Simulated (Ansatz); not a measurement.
Input of an Ansatz 0.2.0 run:

Contents of input.yaml:

```yaml
crystal:
  lattice:
    - [-1.66395, 1.66395, 1.66395]
    - [1.66395, -1.66395, 1.66395]
    - [1.66395, 1.66395, -1.66395]
  atoms:
    - { symbol: Nb, position: [0.0, 0.0, 0.0] }
kpoints:
  mp_grid: { grid: [11, 11, 11] }
  band_path:
    path:
      - [0.0, 0.0, 0.0]
      - [0.5, -0.5, 0.5]
      - [0.0, 0.0, 0.5]
      - [0.0, 0.0, 0.0]
      - [0.25, 0.25, 0.25]
      - [0.5, -0.5, 0.5]
    npoints: 10
scf:
  occupations: { method: fermi_dirac, width: 0.05 }
hamiltonian:
  xc: pbe
  pseudopotentials: { kind: all_electron, lapw: { basis_error: 0.001 } }
output:
  forces: true
  stress: true
  eigenvalues: true
```

Potentials or basis: all-electron LAPW, scalar-relativistic.

Run with:

```sh
$ ansatz run input.yaml --threads 1 --pin off --max-ram 3072MiB --backend cpu --events-out ev --progress --plain --runs-dir out
```

**Question.** Estimate the pressure.

**Answer.** -2.0 GPa.

**Question.** What does it give for the band gap along the path?

**Answer.** None (metal or under the smearing width).

Levels at the corners of the path, in eV from the Fermi level:
```tsv
point	band 11	band 12	band 13	band 14	band 15	band 16	band 17	band 18
Γ	-29.70	-29.70	-5.83	0.40	0.40	0.40	3.24	3.24
H	-30.57	-30.57	-3.56	-3.56	5.48	5.48	5.48	8.91
N	-30.10	-29.71	-3.59	-1.56	2.22	3.26	3.92	6.22
Γ	-29.70	-29.70	-5.83	0.40	0.40	0.40	3.24	3.24
P	-30.34	-30.34	-1.04	-1.04	-1.04	4.05	4.05	9.24
H	-30.57	-30.57	-3.56	-3.56	5.48	5.48	5.48	8.91
```
